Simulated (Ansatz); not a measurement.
This log comes from Ansatz, run on a 2-atom cell of CaO from a published structure. Cell and atoms come from a relaxation with r2SCAN.

Structure:
```
Ca O
1.0
     0.00000    2.39755    2.39755
     2.39755    0.00000    2.39755
     2.39755    2.39755    0.00000
Ca O
1 1
Cartesian
  0.0000 0.0000 0.0000
  2.3975 2.3975 2.3975
```

The log, with set-up remarks and timings taken out:
```
Functional definition: PBE
Crystal: 2 atoms, lattice volume = 27.563 Å³
Basis set: ecut = 420 eV, 537 PW (Γ)
Bands: 12, of which v1, the nominal top of the filled ones, is band 8 counted from 1 (7 counted from 0)
Symmetry: 48 space group operations
Space group: Fm-3m (ITA 225)
k-points: 8 of 64
SCF 1 converged in 7 iterations: F = -2387.713802 eV  dr2 = 5.51e-8
Free energy (F): -2387.713802 eV
Fermi energy:    7.779322 eV
--- Per-component energies (eV) ---
  E_band       = -99.442193
  E_kinetic    = 456.503675
  E_local      = -887.952777
  E_nonlocal   = 111.525538
  E_hartree    = 294.537315
  E_xc         = -213.392986
  E_vxc        = -268.491110
  E_paw        = -1016.343645
  E_vpaw       = -100.100422
  E_ewald      = -1132.593347
--- G₀W₀: contour deformation, 6 samples at zero and on the imaginary axis and 2 off it, 64 q-points, 103 empty bands' worth ---
    ik  band        ε_KS         Σx   Σc(E_QP)       V_xc       Z   E_QP_lin       E_QP  E_QP is
     0     7      7.7793   -25.5711     4.4212   -20.2152  0.7520     6.8321     6.8447  root
     0     8      7.7793   -25.5711     4.4212   -20.2152  0.7520     6.8321     6.8447  root
     0     9     12.5641    -7.5090    -4.0550   -12.1844  0.8273    13.1882    13.1845  root
     0    10     14.0272    -7.5458    -5.2106   -14.6049  0.8088    15.9276    15.8757  root
     3     7      7.4814   -25.1414     4.4047   -19.7547  0.7520     6.4849     6.4993  root
     3     8      7.4814   -25.1414     4.4047   -19.7547  0.7520     6.4849     6.4993  root
     3     9     12.4939    -6.5321    -4.7133   -12.6724  0.8216    13.9457    13.9208  root
     3    10     14.4548    -8.1571    -4.5207   -13.7678  0.8144    15.5592    15.5448  root
     6     7      7.4073   -25.3135     4.4678   -19.8330  0.7513     6.3789     6.3945  root
     6     8      7.4073   -25.3135     4.4678   -19.8330  0.7513     6.3789     6.3945  root
     6     9     11.4258    -6.1890    -4.4375   -11.8539  0.8279    12.6694    12.6532  root
     6    10     15.8759    -9.8842    -5.4181   -17.4133  0.7987    18.0596    17.9869  root
     7     7      6.7232   -24.0865     4.3710   -18.6001  0.7519     5.5873     5.6078  root
     7     8      6.7232   -24.0865     4.3710   -18.6001  0.7519     5.5873     5.6078  root
     7     9     14.1174    -8.3539    -4.8926   -14.8697  0.8001    15.7804    15.7406  root
     7    10     14.1174    -8.3539    -4.8926   -14.8697  0.8001    15.7804    15.7406  root
```

The points are ik 0 = (0, 0, 0) (Γ), ik 3 = (0, 1/4, 1/4), ik 6 = (0, -1/2, -1/2), ik 7 = (1/4, -1/2, -1/4); band 8 is the last filled one.

Question: Which of these blocks stood in the input: relax, gw, phonons, dielectric, magnetization (spin_orbit)?

Answer: gw. The quasiparticle table needs the gw block.

Question: Which k mesh was typed?

Answer: 4×4×4, Γ-centred.

Question: How were the bands filled?

Answer: Fixed occupations.

Run as `ansatz run input.yaml --threads 4 --pin off --max-ram 5529MiB --backend cpu --events-out ev --progress --plain --runs-dir out`. It took 3.6 s on 4 threads of AMD EPYC 7R43 64-Core Processor (Zen 3), on a shared host, load about 1.5 per core; peak host memory 0.35 GiB.

Spin-unpolarised calculation; the starting structure is a published one, and the numbers are computed.
